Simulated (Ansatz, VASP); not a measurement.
**Two plane-wave programs on Ca**

```
CELL_PARAMETERS angstrom
0.00000 2.76240 2.76240
2.76240 0.00000 2.76240
2.76240 2.76240 0.00000
ATOMIC_POSITIONS crystal
Ca 0.00000 0.00000 0.00000
```

Alike in both runs: functional PBE; k mesh 14 × 14 × 14; occupations gaussian, width 0.1 eV; no spin polarisation.

Ansatz relaxed the structure, and its values are those at the end. VASP's run is a single point on that final structure, the one shown.

```csv
,VASP,Ansatz
version,VASP 6.6.1,Ansatz 0.2.0
potentials or method,"VASP PAW PBE potentials, release 64 (Ca_sv)","scalar-relativistic, plane waves, PAW"
plane-wave cutoff (eV),520,420
valence electrons in the cell,10,10
```

|  | VASP | Ansatz | Ansatz less VASP |
| --- | --- | --- | --- |
| gap on the k mesh at the Fermi level (eV) | none | none | - |
| pressure (GPa) | 0.0 | 0.0 | 0.00 |

A gap of «none» marks a metal or a gap that the smearing closes. With one functional, cell and mesh, what is left measures potentials, basis and numerics.
